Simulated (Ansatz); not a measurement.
**Mo: convergence with the k mesh**

How much do the results for Mo depend on the k mesh?

Program: Ansatz 0.2.0. Level of theory: DFT PBE, with the methods named in each step. These are calculated values, not measurements.

### 1 The system as given

Symmetry: Fm-3m, No. 225, cubic system. Conventional cell: a = 4.030 Å, b = 4.030 Å, c = 4.030 Å, α = 90.00°, β = 90.00°, γ = 90.00°. Mo (site symmetry m-3m) has 12 Mo at 2.85 Å as nearest neighbours.

Coordinates:

```
CELL_PARAMETERS angstrom
0.00000 2.01500 2.01500
2.01500 0.00000 2.01500
2.01500 2.01500 0.00000
ATOMIC_POSITIONS crystal
Mo 0.00000 0.00000 0.00000
```

The geometry is a database entry used as it stands. It may stem from high pressure or temperature, or be incomplete, so it serves as a test cell.

### 2 With k mesh [5, 5, 5]

Contents of input.yaml:

```yaml
crystal:
  lattice:
    - [0.0, 2.015, 2.015]
    - [2.015, 0.0, 2.015]
    - [2.015, 2.015, 0.0]
  atoms:
    - { symbol: Mo, position: [0.0, 0.0, 0.0] }
kpoints:
  mp_grid: { grid: [5, 5, 5] }
scf:
  occupations: { method: fermi_dirac, width: 0.08 }
hamiltonian:
  xc: pbe
  pseudopotentials: { kind: all_electron, lapw: { basis_error: 0.0005 } }
output:
  forces: true
  stress: true
  eigenvalues: true
```

### 3 With k mesh [5, 5, 5], PAW files

input.yaml, as its differences from that of step 2:

```diff
@@ -13,3 +13,3 @@
   xc: pbe
-  pseudopotentials: { kind: all_electron, lapw: { basis_error: 0.0005 } }
+  pseudopotentials: { kind: paw }
 output:
@@ -18 +18,2 @@
   eigenvalues: true
+  efg: { contact_densities: true }
```

### 4 With k mesh [8, 8, 8]

input.yaml, as its differences from that of step 3:

```diff
@@ -8,3 +8,3 @@
 kpoints:
-  mp_grid: { grid: [5, 5, 5] }
+  mp_grid: { grid: [8, 8, 8] }
 scf:
@@ -13,3 +13,3 @@
   xc: pbe
-  pseudopotentials: { kind: paw }
+  pseudopotentials: { kind: all_electron, lapw: { basis_error: 0.0005 } }
 output:
@@ -18,2 +18 @@
   eigenvalues: true
-  efg: { contact_densities: true }
```

### 5 With k mesh [8, 8, 8], PAW files

input.yaml, as its differences from that of step 4:

```diff
@@ -13,3 +13,3 @@
   xc: pbe
-  pseudopotentials: { kind: all_electron, lapw: { basis_error: 0.0005 } }
+  pseudopotentials: { kind: paw }
 output:
@@ -18 +18,2 @@
   eigenvalues: true
+  efg: { contact_densities: true }
```

### 6 With k mesh [13, 13, 13]

input.yaml, as its differences from that of step 5:

```diff
@@ -8,3 +8,3 @@
 kpoints:
-  mp_grid: { grid: [8, 8, 8] }
+  mp_grid: { grid: [13, 13, 13] }
 scf:
@@ -13,3 +13,3 @@
   xc: pbe
-  pseudopotentials: { kind: paw }
+  pseudopotentials: { kind: all_electron, lapw: { basis_error: 0.0005 } }
 output:
@@ -18,2 +18 @@
   eigenvalues: true
-  efg: { contact_densities: true }
```

### 7 With k mesh [13, 13, 13], PAW files

input.yaml, as its differences from that of step 6:

```diff
@@ -13,3 +13,3 @@
   xc: pbe
-  pseudopotentials: { kind: all_electron, lapw: { basis_error: 0.0005 } }
+  pseudopotentials: { kind: paw }
 output:
@@ -18 +18,2 @@
   eigenvalues: true
+  efg: { contact_densities: true }
```

### 8 With k mesh [24, 24, 24]

input.yaml, as its differences from that of step 7:

```diff
@@ -8,3 +8,3 @@
 kpoints:
-  mp_grid: { grid: [13, 13, 13] }
+  mp_grid: { grid: [24, 24, 24] }
 scf:
@@ -13,3 +13,3 @@
   xc: pbe
-  pseudopotentials: { kind: paw }
+  pseudopotentials: { kind: all_electron, lapw: { basis_error: 0.0005 } }
 output:
@@ -18,2 +18 @@
   eigenvalues: true
-  efg: { contact_densities: true }
```

### 9 With k mesh [24, 24, 24], PAW files

input.yaml, as its differences from that of step 8:

```diff
@@ -13,3 +13,3 @@
   xc: pbe
-  pseudopotentials: { kind: all_electron, lapw: { basis_error: 0.0005 } }
+  pseudopotentials: { kind: paw }
 output:
@@ -18 +18,2 @@
   eigenvalues: true
+  efg: { contact_densities: true }
```

(Steps that only read results are left out.)

**Question.** What will these runs give? Wanted: energy error of the loosest run; pressure, lowest to highest.

**Answer**, as computed:

| quantity | value |
| --- | --- |
| energy error of the loosest run (LAPW) | -10.9 meV/atom |
| within 1 meV/atom from | no run before the tightest |
| pressure, lowest to highest (LAPW) | -5.10 to -4.48 GPa |

**Reading.** At the loosest setting in the table the energy misses the tightest run by 10.9 meV/atom; even the run before the tightest is more than 1 meV/atom away, so the sweep hasn't shown convergence. Without a gap the Fermi surface must be resolved, so the energy converges slowly and unevenly with the mesh. The pressure spans 0.62 GPa (LAPW). The tightest run took 36 s against 1.7 s for the loosest.
